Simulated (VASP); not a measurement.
# PbS (R3m) in VASP: a series of runs, part 2 of 2

VASP 6.6.1. Earlier steps stand in the parts before.

## (3) Band structure, PBEsol (cell strained at random at fixed volume)

run.py reads:

```python
from ase.calculators.vasp import Vasp
from ase.dft.bandgap import bandgap
from ase.io import read

atoms = read('PbS.cif')
calc = Vasp(
    directory='calc',
    xc='pbesol',
    pp='PBE',
    setups='recommended',
    prec='Accurate',
    encut=520,
    ediff=1e-05,
    ismear=-1,
    sigma=0.1,
    lreal=False,
    lasph=True,
    nelm=60,
    algo='Normal',
    isif=2,
    lwave=False,
    lcharg=True,
    isym=1,
    kpts=[8, 8, 8],
    gamma=True,
    nbands=17,
)
atoms.calc = calc

print('energy (eV):', atoms.get_potential_energy())
print('free energy (eV):', atoms.get_potential_energy(force_consistent=True))
efermi = calc.get_fermi_level()
print('Fermi level (eV):', efermi)
path = atoms.cell.bandpath(npoints=40, eps=1e-4)
print('path:', path.path)
calc.set(kpts=path.kpts, reciprocal=True, icharg=11, isym=0, lcharg=False)
calc.calculate(atoms)
print('gap on the path (eV):', bandgap(calc, efermi=efermi)[0])
print('direct gap on the path (eV):', bandgap(calc, efermi=efermi, direct=True)[0])
```

PbS.cif reads:

```cif
data_PbS
_cell_length_a 4.27235600
_cell_length_b 4.26901383
_cell_length_c 4.23337299
_cell_angle_alpha 59.13835056
_cell_angle_beta 59.80497365
_cell_angle_gamma 58.16014245
_space_group_name_H-M_alt 'P1'
_space_group_name_Hall 'P 1'
_space_group_IT_number 1
loop_
_space_group_symop_operation_xyz
'x,y,z'
loop_
_atom_site_label
_atom_site_type_symbol
_atom_site_symmetry_multiplicity
_atom_site_Wyckoff_symbol
_atom_site_fract_x
_atom_site_fract_y
_atom_site_fract_z
_atom_site_occupancy
Pb1 Pb 1 a 0.9805657800 0.9805657800 0.9805657800 1
S1 S 1 a 0.4750355500 0.4750355500 0.4750355500 1
```

Potentials or basis: VASP PAW PBE potentials, release 64 (Pb_d, S).

Command:

```
python run.py
```

The program printed:

```text
energy (eV): -9.43400832
free energy (eV): -9.43479219
Fermi level (eV): 5.53478526
path: XGY,LGZ,NGM,RG
gap on the path (eV): 0.22219999999999995
direct gap on the path (eV): 0.3075000000000001
```

OUTCAR:

```text
ENCUT = 520.000000
   EDIFF = 1.00e-05
   GGA = PS
   PREC = Accurate
   ICHARG = 11
   ISIF = 2
   ISMEAR = -1
   ISYM = 0
   NELM = 60
   LASPH = .TRUE.
   LREAL = .FALSE.

 ion  position               nearest neighbor table
   1  0.981  0.981  0.981-   2 2.92   2 2.95   2 2.98   2 3.00   2 3.01   2 3.07
   2  0.475  0.475  0.475-   1 2.92   1 2.95   1 2.98   1 3.00   1 3.01   1 3.07

IMPORTANT INFORMATION: All symmetrisations will be switched off!
NOSYMM: (Re-)initialisation of all symmetry stuff for point group C_1.

----------------------------------------------------------------------------------------

                                     Primitive cell

  volume of cell :      53.3717

  direct lattice vectors                    reciprocal lattice vectors
     4.272356000  0.000000000  0.000000000     0.234062892 -0.145350659 -0.092604820
     2.252104978  3.626637871  0.000000000     0.000000000  0.275737483 -0.098784070
     2.129153440  1.234042996  3.444603081     0.000000000  0.000000000  0.290309210

  length of vectors
     4.272356000  4.269013830  4.233372990     0.290668031  0.292898365  0.290309210

  position of ions in fractional coordinates (direct lattice)
     0.980565780  0.980565780  0.980565780
     0.475035550  0.475035550  0.475035550

  ion indices of the primitive-cell ions
   primitive index   ion index
                 1           1
                 2           2

----------------------------------------------------------------------------------------

 KPOINTS: KPOINTS created by Atomic Simulation Env

Read explicit list of k-points.

 Found     40 k-points:

 Following reciprocal coordinates:
            Coordinates               Weight
 -0.500000  0.000000  0.000000      0.025000
 -0.375000  0.000000  0.000000      0.025000
 -0.250000  0.000000  0.000000      0.025000
 -0.125000  0.000000  0.000000      0.025000
  0.000000  0.000000  0.000000      0.025000
  0.125000  0.125000  0.125000      0.025000
[... 16 lines left out ...]
 -0.416667  0.000000 -0.416667      0.025000
 -0.333333  0.000000 -0.333333      0.025000
 [... further k-points ...]
   k-points           NKPTS =     40   k-points in BZ     NKDIM =     40   number of bands    NBANDS=     17
   number of dos      NEDOS =    301   number of ions     NIONS =      2
   total plane-waves  NPLWV =  32768
   dimension x,y,z NGX =    32 NGY =   32 NGZ =   32
   dimension x,y,z NGXF=    64 NGYF=   64 NGZF=   64
   ions per type =               1   1
   NGX,Y,Z   is equivalent  to a cutoff of  12.45, 12.46, 12.57 a.u.
   NGXF,Y,Z  is equivalent  to a cutoff of  24.90, 24.92, 25.13 a.u.
 SYSTEM =  unknown system
   PREC   = accura    normal or accurate (medium, high low for compatibility)
   ISTART =      0    job   : 0-new  1-cont  2-samecut
   ICHARG =     11    charge: 1-file 2-atom 10-const
   ISPIN  =      1    spin polarized calculation?
   LNONCOLLINEAR =      F non collinear calculations
   LSORBIT =      F    spin-orbit coupling
   LASPH  =      T    aspherical Exc in radial PAW
   ENCUT  =  520.0 eV  38.22 Ry    6.18 a.u.   7.94  7.94  7.87*2*pi/ulx,y,z
   NELM   =     60;   NELMIN=  2; NELMDL=  0     # of ELM steps
   EDIFF  = 0.1E-04   stopping-criterion for ELM
   LREAL  =      F    real-space projection
   EDIFFG = 0.1E-03   stopping-criterion for IOM
   NSW    =      0    number of steps for IOM
   IBRION =     -1    ionic relax: 0-MD 1-quasi-New 2-CG
   NFREE  =      0    steps in history (QN), initial steepest desc. (CG)
   ISIF   =      2    stress and relaxation
   ISYM   =      0    0-nonsym 1-usesym 2-fastsym
   POTIM  = 0.5000    time-step for ionic-motion
   TEBEG  =    0.0;   TEEND  =   0.0 temperature during run
   PSTRESS=    0.0 pullay stress
   NELECT =      20.0000    total number of electrons
   NUPDOWN=      -1.0000    fix difference up-down
   EMIN   =  10.00;   EMAX   =-10.00  energy-range for DOS
   EFERMI =   0.00;   METHOD = LEGACY
   ISMEAR =    -1;   SIGMA  =   0.10  broadening in eV -4-tet -1-fermi 0-gaus
   EFERMI_NEDOS =   21; number of points for ismear=-14 and -15
   IALGO  =     38    algorithm
   IMIX   =      4    mixing-type and parameters
     AMIX     =   0.40;   BMIX     =  1.00
     AMIX_MAG =   1.60;   BMIX_MAG =  1.00
  volume/ion in A,a.u.               =      26.69       180.08
  Fermi-wavevector in a.u.,A,eV,Ry     =   1.180270  2.230386 18.953410  1.393036
  Thomas-Fermi vector in A             =   2.316565
   LORBIT       =      0    0 simple, 1 ext, 2 COOP (PROOUT), +10 PAW based schemes
   GGA     = PS    functional components
   LHFCALC =     F    Hartree Fock is set to
   AEXX    =    0.0000 exact exchange contribution
   IVDW    =     0    specifies the selected vdW correction
   LEPSILON=     F    determine dielectric tensor
   LRPA    =     F    only Hartree local field effects (RPA)
 non-spin polarized calculation
  energy-cutoff  :      520.00
  volume of cell :       53.37
 maximum number of plane-waves:      1448

 number of electron      20.0000000 magnetization

 Free energy of the ion-electron system (eV)
  ---------------------------------------------------
  ext. energy  EPLUGINS =         0.00000000
  ---------------------------------------------------
  free energy    TOTEN  =        -7.31248436 eV

  energy without entropy =       -7.29507186  energy(sigma->0) =       -7.30377811

 E-fermi :   5.5307     XC(G=0):  -9.7806

 val. band max:        5.4156808879   @ k =   0.5000   0.5000   0.5000
 cond. band min:       5.6378938943   @ k =   0.0000   0.5000   0.0000
 fundamental gap:      0.2222130064
 Fermi energy:         5.5306808534

 k-point     1 :      -0.5000    0.0000    0.0000
  band No.  band energies     occupation
      1     -11.3387      2.00000
      2     -11.3287      2.00000
      3     -11.3095      2.00000
      4     -11.2702      2.00000
      5     -11.2628      2.00000
      6      -6.7960      2.00000
[... 9 lines left out ...]
     16      15.5812      0.00000
     17      16.2906      0.00000
[... 441 lines left out ...]
 k-point    24 :      -0.3333    0.0000   -0.3333
  band No.  band energies     occupation
      1     -11.3933      2.00000
      2     -11.3346      2.00000
      3     -11.2906      2.00000
      4     -11.2718      2.00000
      5     -11.2598      2.00000
      6      -6.8668      2.00000
[... 9 lines left out ...]
     16      16.0757      0.00000
     17      16.8171      0.00000

 [... further k-points ...]

------------------------ aborting loop because EDIFF is reached ----------------------------------------

  FORCE on cell =-STRESS in cart. coord.  units (eV):
  Direction    XX          YY          ZZ          XY          YZ          ZX
  --------------------------------------------------------------------------------------
  -------------------------------------------------------------------------------------
  Total        2.8793556      2.6449617      2.6483611     -0.0650107      0.0886883      0.2042183
  in kB       86.4360823     79.3997551     79.5018003     -1.9515733      2.6623572      6.1304797
  external PRESSURE =      81.7792126 kB  Pullay stress =       0.0000000 kB

 VOLUME and BASIS-vectors are now :
 -----------------------------------------------------------------------------
  energy-cutoff  :      520.00
  volume of cell :       53.37
      direct lattice vectors                 reciprocal lattice vectors
     4.272356000  0.000000000  0.000000000     0.234062892 -0.145350659 -0.092604820
     2.252104978  3.626637871  0.000000000     0.000000000  0.275737483 -0.098784070
     2.129153440  1.234042996  3.444603081     0.000000000  0.000000000  0.290309210

 POSITION                                       TOTAL-FORCE (eV/Angst)
 -----------------------------------------------------------------------------------
      8.48544      4.76622      3.37766         0.045899      0.036497     -0.003474
      4.11077      2.30900      1.63631        -0.045899     -0.036497      0.003474
 -----------------------------------------------------------------------------------
    total drift:                               -0.004314     -0.003074     -0.001348

  FREE ENERGIE OF THE ION-ELECTRON SYSTEM (eV)
  ---------------------------------------------------
  free  energy   TOTEN  =        -7.3124843561 eV

  energy  without entropy=       -7.2950718577  energy(sigma->0) =       -7.30377811
```

INCAR:

```text
ENCUT = 520.000000
SIGMA = 0.100000
EDIFF = 1.00e-05
ALGO = Normal
GGA = PS
PREC = Accurate
ICHARG = 11
ISIF = 2
ISMEAR = -1
ISYM = 0
NBANDS = 17
NELM = 60
LASPH = .TRUE.
LCHARG = .FALSE.
LWAVE = .FALSE.
LREAL = .FALSE.
```

Run time: 1.8 min. Hardware: 1 thread of Intel Xeon Platinum 8488C (Sapphire Rapids), shared host; peak memory 0.17 GiB.

What came out:

| Item | Value |
| --- | --- |
| Band gap along the path | 0.22 eV, indirect (least direct gap 0.31 eV) |

Levels at the corners of the path, in eV from the Fermi level:
```csv
point,band 8,band 9,band 10,band 11,band 12,band 13
X,-1.87,-1.82,-0.18,0.15,1.73,1.87
Γ,-2.37,-2.19,-2.06,4.59,5.00,5.23
Y,-1.82,-1.74,-0.12,0.32,1.84,2.03
L,-5.20,-3.63,-3.29,3.65,5.10,5.31
Γ,-2.37,-2.19,-2.06,4.59,5.00,5.23
Z,-1.90,-1.78,-0.16,0.14,1.71,1.93
N,-5.22,-3.59,-3.38,3.60,5.11,5.40
Γ,-2.37,-2.19,-2.06,4.59,5.00,5.23
M,-5.17,-3.53,-3.33,3.73,5.10,5.42
R,-1.89,-1.85,-0.23,0.10,1.68,1.78
Γ,-2.37,-2.19,-2.06,4.59,5.00,5.23
```

Caveat: the log is that of the step along the path at fixed density, whose energy, stress, charges and moments have no meaning; the PAW data sets were made with another functional, which shifts forces and pressure a little; spin-orbit coupling is left out, which moves the levels of the heavy elements.

## (4) For comparison

An earlier run on the cell as given: functional PBE; potentials or basis VASP PAW PBE potentials, release 64 (Pb_d, S); cutoff 520 eV; k mesh 8 × 8 × 8; occupations fermi-dirac, width 0.05 eV; no spin polarisation.

* Pressure: 0.8 GPa
* Largest force: 0.019 eV/Å
* Band gap on the k mesh: 0.46 eV, direct
